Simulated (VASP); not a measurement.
Crystal: BeTe.

```
Te Be
1.0
     0.00000    2.77000    2.77000
     2.77000    0.00000    2.77000
     2.77000    2.77000    0.00000
Te Be
1 1
Cartesian
  4.1550 4.1550 4.1550
  0.0000 0.0000 0.0000
```

- Program: VASP 6.6.1
- Task: relaxation of cell and atoms
- Functional: revPBE
- Dispersion: D3
- Potentials or basis: VASP PAW PBE potentials, release 64 (Te, Be)
- Cutoff: 600 eV
- k mesh: 8 × 8 × 8
- Occupations: fermi-dirac, width 0.05 eV
- Spin: no spin polarisation

At the start: pressure 3.1 GPa; volume 21.25 Å³/atom.

**Question.** How do energy, volume and symmetry change on relaxing?

**Answer.** Over 3 steps the energy falls by 10.1 meV/atom and the volume is 22.34 Å³/atom (+5.1 %); space group F-43m (No. 216, to 0.05 Å).

Step by step:
| step | energy change (eV) | largest force (eV/Å) | pressure (GPa) | volume (Å³) |
| --- | --- | --- | --- | --- |
| 1 | 0.0000 | 0.0000 | 3.08 | 42.51 |
| 2 | -0.0195 | 0.0000 | -0.47 | 45.07 |
| 3 | -0.0201 | 0.0000 | 0.00 | 44.68 |

Final structure:
```xyz
2
Lattice="0.0000 2.8165 2.8165 2.8165 0.0000 2.8165 2.8165 2.8165 0.0000" Properties=species:S:1:pos:R:3 pbc="T T T"
Te    4.2247    4.2247    4.2247
Be    0.0000    0.0000    0.0000
```

Caveat: the PAW data sets were made with another functional, which shifts forces and pressure a little.
